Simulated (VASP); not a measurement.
# InP (F-43m) in VASP: notebook

The runs below take InP through relaxation of cell and atoms, with PBEsol, LDA.

All numbers are computed with VASP 6.6.1; they aren't measurements. Logs are shortened: lines on timing, memory, paths and dates and some standing lists are left out, and cuts for length are marked.

## Step 1: The structure

Symmetry: F-43m, No. 216, cubic system. The conventional cell has a = 5.868 Å, b = 5.868 Å, c = 5.868 Å, α = 90.00°, β = 90.00°, γ = 90.00°. In (site symmetry -43m) is surrounded by 4 P at 2.54 Å. P (site symmetry -43m) is surrounded by 4 In at 2.54 Å.

The cell was built by a generator and isn't the measured one.

## Step 2: Relaxation of cell and atoms, PBEsol, target pressure 5 GPa, at which the enthalpy is minimised

INCAR

```
SYSTEM = InP
PREC = Accurate ; ENCUT = 600
EDIFF = 1E-6 ; ISMEAR = -1
SIGMA = 0.05 ; LREAL = .False.
LASPH = .True. ; NELM = 100
ALGO = Normal ; ISIF = 3
LWAVE = .False. ; LCHARG = .False.
GGA = PS ; IBRION = 2
NSW = 60 ; EDIFFG = -0.01
PSTRESS = 50
```

KPOINTS

```
regular mesh
0
Gamma
  10 10 10
  0 0 0
```

POSCAR

```
InP
1.0
    0.0000000000      2.9340000000      2.9340000000
    2.9340000000      0.0000000000      2.9340000000
    2.9340000000      2.9340000000      0.0000000000
In P
1 1
Direct
    0.0000000000      0.0000000000      0.0000000000
    0.2500000000      0.2500000000      0.2500000000
```

Potentials or basis: VASP PAW PBE potentials, release 64 (In_d, P).

The run is started by

```bash
cat potpaw_PBE.64/In_d/POTCAR potpaw_PBE.64/P/POTCAR > POTCAR
mpirun -np 1 vasp_std > vasp.out
```

OUTCAR:

```text
SYSTEM = InP
   PREC = Accurate
   ENCUT = 600
   EDIFF = 1E-6
   ISMEAR = -1
   LREAL = .False.
   LASPH = .True.
   NELM = 100
   ISIF = 3
   GGA = PS
   IBRION = 2
   NSW = 60
   EDIFFG = -0.01
   PSTRESS = 50

 ion  position               nearest neighbor table
   1  0.000  0.000  0.000-   2 2.54   2 2.54   2 2.54   2 2.54
   2  0.250  0.250  0.250-   1 2.54   1 2.54   1 2.54   1 2.54

  LATTYP: Found a face centered cubic cell.
 ALAT       =     5.8680000000

  Lattice vectors:

 A1 = (   0.0000000000,   2.9340000000,   2.9340000000)
 A2 = (   2.9340000000,   0.0000000000,   2.9340000000)
 A3 = (   2.9340000000,   2.9340000000,   0.0000000000)

Analysis of symmetry for initial positions (statically):
=====================================================================
 Subroutine PRICEL returns:
 Original cell was already a primitive cell.

 Routine SETGRP: Setting up the symmetry group for a
 face centered cubic supercell.

 Subroutine GETGRP returns: Found 24 space group operations
 (whereof 24 operations were pure point group operations)
 out of a pool of 48 trial point group operations.

The static configuration has the point symmetry T_d .

Analysis of symmetry for dynamics (positions and initial velocities):
=====================================================================
 Subroutine PRICEL returns:
 Original cell was already a primitive cell.

 Routine SETGRP: Setting up the symmetry group for a
 face centered cubic supercell.

 Subroutine GETGRP returns: Found 24 space group operations
 (whereof 24 operations were pure point group operations)
 out of a pool of 48 trial point group operations.

The dynamic configuration has the point symmetry T_d .

 Subroutine INISYM returns: Found 24 space group operations
 (whereof 24 operations are pure point group operations),
 and found     1 'primitive' translations

----------------------------------------------------------------------------------------

                                     Primitive cell

  volume of cell :      50.5138

  direct lattice vectors                    reciprocal lattice vectors
     0.000000000  2.934000000  2.934000000    -0.170415815  0.170415815  0.170415815
     2.934000000  0.000000000  2.934000000     0.170415815 -0.170415815  0.170415815
     2.934000000  2.934000000  0.000000000     0.170415815  0.170415815 -0.170415815

  length of vectors
     4.149302592  4.149302592  4.149302592     0.295168849  0.295168849  0.295168849

  position of ions in fractional coordinates (direct lattice)
     0.000000000  0.000000000  0.000000000
     0.250000000  0.250000000  0.250000000
[... 94 lines left out ...]
   IALGO  =     38    algorithm
   IMIX   =      4    mixing-type and parameters
     AMIX     =   0.40;   BMIX     =  1.00
     AMIX_MAG =   1.60;   BMIX_MAG =  1.00
  volume/ion in A,a.u.               =      25.26       170.44
  Fermi-wavevector in a.u.,A,eV,Ry     =   1.160635  2.193282 18.328040  1.347073
  Thomas-Fermi vector in A             =   2.297215
   LORBIT       =      0    0 simple, 1 ext, 2 COOP (PROOUT), +10 PAW based schemes
   GGA     = PS    functional components
   LHFCALC =     F    Hartree Fock is set to
   AEXX    =    0.0000 exact exchange contribution
   IVDW    =     0    specifies the selected vdW correction
   LEPSILON=     F    determine dielectric tensor
   LRPA    =     F    only Hartree local field effects (RPA)
 conjugate gradient relaxation of ions
 non-spin polarized calculation
  energy-cutoff  :      600.00
  volume of cell :       50.51
 maximum number of plane-waves:      1705
 NGX is ok and might be reduce to    36
   NGX = 17   NGY = 17   NGZ = 17

--------------------------------------- Ionic step        1  -------------------------------------------

 number of electron      17.9999998 magnetization

 Free energy of the ion-electron system (eV)
  ---------------------------------------------------
  ext. energy  EPLUGINS =         0.00000000
  ---------------------------------------------------
  free energy    TOTEN  =        -9.15670793 eV

  energy without entropy =       -9.15669936  energy(sigma->0) =       -9.15670364

------------------------ aborting loop because EDIFF is reached ----------------------------------------

  FORCE on cell =-STRESS in cart. coord.  units (eV):
  Direction    XX          YY          ZZ          XY          YZ          ZX
  --------------------------------------------------------------------------------------
  -------------------------------------------------------------------------------------
  Total        0.1180071      0.1180071      0.1180071     -0.0000000     -0.0000000      0.0000000
  in kB        3.7429019      3.7429019      3.7429019     -0.0000000     -0.0000000      0.0000000
  external PRESSURE =     -46.2570981 kB  Pullay stress =      50.0000000 kB
[... 63 lines left out ...]
--------------------------------------- Ionic step        3  -------------------------------------------

 number of electron      18.0000003 magnetization

 Free energy of the ion-electron system (eV)
  ---------------------------------------------------
  ext. energy  EPLUGINS =         0.00000000
  ---------------------------------------------------
  free energy    TOTEN  =        -9.11085234 eV

  energy without entropy =       -9.11085184  energy(sigma->0) =       -9.11085209

 E-fermi :   6.2075     XC(G=0):  -9.7243

 val. band max:        5.7156198391   @ k =   0.0000   0.0000   0.0000
 cond. band min:       6.6245324470   @ k =   0.0000   0.0000   0.0000
 fundamental gap:      0.9089126079
 Fermi energy:         6.2074997869

 k-point     1 :       0.0000    0.0000    0.0000
  band No.  band energies     occupation
      1      -8.5620      2.00000
      2      -8.5620      2.00000
      3      -8.5620      2.00000
      4      -8.3774      2.00000
      5      -8.3774      2.00000
      6      -6.2289      2.00000
      7       5.7156      1.99989
      8       5.7156      1.99989
      9       5.7156      1.99989
     10       6.6245      0.00048
     11       9.7224      0.00000
     12       9.7224      0.00000
     13       9.7224      0.00000
[... 354 lines left out ...]
  band No.  band energies     occupation
      1      -8.7459      2.00000
      2      -8.4686      2.00000
      3      -8.4641      2.00000
      4      -8.4232      2.00000
      5      -8.3446      2.00000
      6      -4.3786      2.00000
      7       0.7897      2.00000
      8       3.3038      2.00000
      9       3.5996      2.00000
     10       7.7924      0.00000
     11       8.7101      0.00000
     12      12.6738      0.00000
     13      13.3386      0.00000

 [... further k-points ...]
[... 5 lines left out ...]
  --------------------------------------------------------------------------------------
  -------------------------------------------------------------------------------------
  Total        1.4807658      1.4807658      1.4807658     -0.0000000      0.0000000     -0.0000000
  in kB       49.8047039     49.8047039     49.8047039     -0.0000000      0.0000000     -0.0000000
  external PRESSURE =      -0.1952961 kB  Pullay stress =      50.0000000 kB
[... 21 lines left out ...]
  energy  without entropy=       -9.1108518400  energy(sigma->0) =       -9.11085209

  enthalpy is  TOTEN    =        -7.6242800621 eV   P V=        1.4865722826

 reached required accuracy - stopping structural energy minimisation
```

OSZICAR:

```text
N       E                     dE             d eps       ncg     rms          rms(c)
DAV:   1     0.120872393981E+03    0.12087E+03   -0.92872E+03  1222   0.170E+03
DAV:   2    -0.751726003358E+00   -0.12162E+03   -0.11833E+03  1292   0.360E+02
DAV:   3    -0.931220362590E+01   -0.85605E+01   -0.83825E+01  1585   0.944E+01
[... 27 lines left out ...]
DAV:   5    -0.911102978283E+01    0.12579E-02   -0.96806E-04  1415   0.348E-01    0.275E-01
DAV:   6    -0.911085543779E+01    0.17435E-03   -0.38178E-04  1804   0.217E-01    0.447E-02
DAV:   7    -0.911085461319E+01    0.82460E-06   -0.45960E-05  1560   0.128E-01    0.104E-02
DAV:   8    -0.911085231587E+01    0.22973E-05   -0.78767E-06  1257   0.777E-02    0.304E-03
DAV:   9    -0.911085234466E+01   -0.28794E-07   -0.44813E-07   701   0.885E-03
   3 F= -.76242801E+01 E0= -.76242798E+01  d E =-.439842E-01
```

CONTCAR:

```text
InP
   1.00000000000000
    -0.0000000000000000    2.8771700961356479    2.8771700961356479
     2.8771700961356479   -0.0000000000000000    2.8771700961356479
     2.8771700961356479    2.8771700961356479    0.0000000000000000
  In              P
     1     1
Direct
     0.0000000000000000    0.0000000000000000    0.0000000000000000
     0.2500000000000000    0.2500000000000000    0.2500000000000000

  0.00000000E+00  0.00000000E+00  0.00000000E+00
  0.00000000E+00  0.00000000E+00  0.00000000E+00
```

Wall time 78 s (1 thread of Intel Xeon Platinum 8259CL at 2.50GHz (Skylake/Cascade Lake), shared host); peak memory 0.23 GiB.

What came out:

```
Free energy                                            : -9.1109 eV
Relaxed volume                                         : 23.82 Å³/atom
Relaxed cell                                           : a = 4.069 Å, b = 4.069 Å, c = 4.069 Å, α = 60.00°, β = 60.00°, γ = 60.00°
Space group after relaxing (to 0.05 Å)                 : F-43m (No. 216)
Energy change on relaxing (the enthalpy is what falls) : +22.9 meV/atom
Ionic steps                                            : 3
Pressure after relaxing                                : 5.0 GPa
Band gap on the k mesh                                 : 0.91 eV, direct
```

The path:
```tsv
step	energy change (eV)	largest force (eV/Å)	pressure (GPa)	volume (Å³)
1	0.0000	0.0000	0.37	50.51
2	0.1487	0.0000	9.78	45.37
3	0.0459	0.0000	4.98	47.64
```

Final structure:
```cif
data_structure
_symmetry_space_group_name_H-M 'P 1'
_symmetry_Int_Tables_number 1
_cell_length_a 4.0689
_cell_length_b 4.0689
_cell_length_c 4.0689
_cell_angle_alpha 60.000
_cell_angle_beta 60.000
_cell_angle_gamma 60.000
_cell_volume 47.64
loop_
_atom_site_label
_atom_site_type_symbol
_atom_site_fract_x
_atom_site_fract_y
_atom_site_fract_z
_atom_site_occupancy
In1 In 0.00000 0.00000 0.00000 1
P1 P 0.25000 0.25000 0.25000 1
```

Caveat: the cell is relaxed towards a set pressure, so the enthalpy falls and the energy may rise; the PAW data sets were made with another functional, which shifts forces and pressure a little; spin-orbit coupling is left out, which moves the levels of the heavy elements.

## Step 3: Relaxation of cell and atoms, PBEsol, target pressure 8.2 GPa, at which the enthalpy is minimised

Edit INCAR of step 2 so:

```diff
@@ -9,2 +9,2 @@
 NSW = 60 ; EDIFFG = -0.01
-PSTRESS = 50
+PSTRESS = 82.0
```

KPOINTS is that of step 2.

POSCAR is that of step 2.

Potentials or basis: VASP PAW PBE potentials, release 64 (In_d, P).

The run is started by

```bash
cat potpaw_PBE.64/In_d/POTCAR potpaw_PBE.64/P/POTCAR > POTCAR
mpirun -np 1 vasp_std > vasp.out
```

It took 96 s on 1 thread of Intel Xeon Platinum 8259CL at 2.50GHz (Skylake/Cascade Lake), shared host; peak memory 0.23 GiB.

The run converged. Its results:

```
Free energy                                            : -9.0453 eV
Relaxed volume                                         : 23.02 Å³/atom
Relaxed cell                                           : a = 4.023 Å, b = 4.023 Å, c = 4.023 Å, α = 60.00°, β = 60.00°, γ = 60.00°
Space group after relaxing (to 0.05 Å)                 : F-43m (No. 216)
Energy change on relaxing (the enthalpy is what falls) : +55.7 meV/atom
Ionic steps                                            : 4
Pressure after relaxing                                : 8.2 GPa
Band gap on the k mesh                                 : 1.09 eV, direct
```

Step by step:
| step | energy change (eV) | largest force (eV/Å) | pressure (GPa) | volume (Å³) |
| --- | --- | --- | --- | --- |
| 1 | 0.0000 | 0.0000 | 0.37 | 50.51 |
| 2 | 0.4474 | 0.0000 | 19.44 | 42.02 |
| 3 | 0.1071 | 0.0000 | 8.04 | 46.12 |
| 4 | 0.1114 | 0.0000 | 8.25 | 46.03 |

Final structure:
```
CELL_PARAMETERS angstrom
0.00000 2.84452 2.84452
2.84452 0.00000 2.84452
2.84452 2.84452 0.00000
ATOMIC_POSITIONS crystal
In 0.00000 0.00000 0.00000
P 0.25000 0.25000 0.25000
```

Levels at points of the mesh, in eV from the valence-band top:
```
           k point  band 5  band 6  band 7  band 8  band 9  band 10  band 11  band 12  band 13
(0.00, 0.00, 0.00)  -14.17  -12.21    0.00    0.00    0.00     1.09     3.99     3.99     3.99
(0.50, 0.00, 0.00)  -14.15  -10.14   -6.32   -1.13   -1.13     1.61     4.73     4.73     7.08
(0.50, 0.50, 0.00)  -14.12   -9.37   -6.23   -2.68   -2.68     1.46     2.13     9.68    10.12
```

Caveat: the cell is relaxed towards a set pressure, so the enthalpy falls and the energy may rise; the PAW data sets were made with another functional, which shifts forces and pressure a little; spin-orbit coupling is left out, which moves the levels of the heavy elements. PBEsol gaps usually lie below the measured ones, often by a third to a half.

## Step 4: Relaxation of cell and atoms, LDA

INCAR

```
PREC = Accurate
ENCUT = 600
EDIFF = 1E-6
ISMEAR = -1
SIGMA = 0.05
LREAL = False
LASPH = True
NELM = 60
ALGO = Normal
ISIF = 3
LWAVE = False
LCHARG = False
IBRION = 2
NSW = 40
EDIFFG = -0.01
PSTRESS = 0
```

KPOINTS

```
regular mesh
0
Gamma
  10 10 10
```

POSCAR is that of step 3.

Potentials or basis: VASP PAW LDA potentials, release 64 (In_d, P).

The run is started by

```bash
cat potpaw_LDA.64/In_d/POTCAR potpaw_LDA.64/P/POTCAR > POTCAR
mpirun -np 1 vasp_std > vasp.out
```

Run time: 39 s. Hardware: 1 thread of Intel Xeon Platinum 8559C (Emerald Rapids), shared host; peak memory 0.2 GiB.

The run converged. Its results:

| Property | Result |
| --- | --- |
| Free energy | -9.6744 eV |
| Relaxed volume | 24.75 Å³/atom |
| Relaxed cell | a = 4.122 Å, b = 4.122 Å, c = 4.122 Å, α = 60.00°, β = 60.00°, γ = 60.00° |
| Space group after relaxing (to 0.05 Å) | F-43m (No. 216) |
| Energy gained by relaxing | 2.2 meV/atom |
| Ionic steps | 3 |
| Pressure after relaxing | 0.0 GPa |
| Band gap on the k mesh | 0.60 eV, direct |

The path:
```csv
step,energy change (eV),largest force (eV/Å),pressure (GPa),volume (Å³)
1,0.0000,0.0000,-1.39,50.51
2,-0.0029,0.0000,0.86,48.93
3,-0.0044,0.0000,0.01,49.51
```

Final structure:
```yaml
crystal:
  lattice:
    - [0.00000, 2.91437, 2.91437]
    - [2.91437, 0.00000, 2.91437]
    - [2.91437, 2.91437, 0.00000]
  atoms:
    - { symbol: In, position: [0.00000, 0.00000, 0.00000] }
    - { symbol: P, position: [0.25000, 0.25000, 0.25000] }
```

Levels at points of the mesh, in eV from the valence-band top:
```csv
k point,band 5,band 6,band 7,band 8,band 9,band 10,band 11,band 12,band 13
"(0.00, 0.00, 0.00)",-14.06,-11.66,0.00,0.00,0.00,0.60,3.96,3.96,3.96
"(0.50, 0.00, 0.00)",-14.04,-9.85,-5.92,-1.02,-1.02,1.37,4.71,4.71,6.93
"(0.50, 0.50, 0.00)",-14.02,-9.16,-5.93,-2.42,-2.42,1.57,2.12,9.10,9.54
```

Caveat: spin-orbit coupling is left out, which moves the levels of the heavy elements. LDA gaps usually lie below the measured ones, often by a third to a half.

(Continued in part 2 of 2.)
